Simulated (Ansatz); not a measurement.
InN (wurtzite)

```
InN
1.0
    3.58053     0.00000     0.00000
   -1.79026     3.10083     0.00000
    0.00000     0.00000     5.78779
In N
2 2
Direct
  0.66667   0.33333   0.50197
  0.33333   0.66667   0.00197
  0.66667   0.33333   0.12323
  0.33333   0.66667   0.62323
```

The slice is a (1 -1 0 0) plane (indices of the conventional cell) through the point (0.667, 0.333, 0.502) (fractional), spanned by u = [110] and v = [001] in vectors of this cell: u (3.58 Å) and v (5.79 Å, at 90° to u). It covers one period; positions are fractions (u, v).

These are PBE (plane waves to 420 eV, PAW, scalar-relativistic; Ansatz, a first-principles code) values and carry that method's errors. k mesh 11×11×6. Near the nuclei the fields are pseudised (PAW); where an atom keeps semicore shells as valence, they peak there. At this level the bands of InN touch or barely overlap; measurements give the solid a gap. InN was relaxed with its symmetry unable to fall.

Problem. What is the valence density on the shortest In–N line in this plane (2.19 Å), at its midpoint?

Solution. 0.54 e/Å³.

Problem. What is the ELF at the midpoint of the shortest In–N line in this plane (2.19 Å)?

Solution. 0.3.

Problem. Predict the map of the electrostatic potential energy of an electron, from the cell's mean on the slice.

Solution. 
```
|xxxxx03788730xxxx|
|xxxx0047887400xxx|
|xxxx0257887520xxx|
|xx00147888874100x|
|00025688998865200|
|22467889999887642|
|xxx689998899986xx|
|xxxx8998888998xxx|
|xxxx6887667886xxx|
|xxxxx76544567xxxx|
|xxxxx65322356xxxx|
|xxxxx53000035xxxx|
|xxxx5410000145xxx|
|xxx663000000366xx|
|77776410000146777|
|99987420000247899|
|99987542112457899|
|99988765445678899|
|99988877667788899|
|78888888888888888|
|66678999999998766|
|22357899999987532|
|00025789999875200|
|xx00157888875100x|
|xxxx0268888620xxx|
|xxxx0057887500xxx|
|xxxxx04788740xxxx|
|xxxxx03788730xxxx|
```
Scale: ten equal steps from 0.00 (start of '0') to 8.38 (end of '9'), in the order '0123456789'. Values: electrostatic potential energy of an electron, from the cell's mean, in eV. The map has 17 points along u (one character each, u = 0 at the left) and 28 along v (v = 0 in the bottom row). Points within 0.9 Å of a nucleus are blanked (x), as the pseudised field means little there. Values under 0 eV are set to 0. The zero, the cell's mean, hangs on the PAW cores.
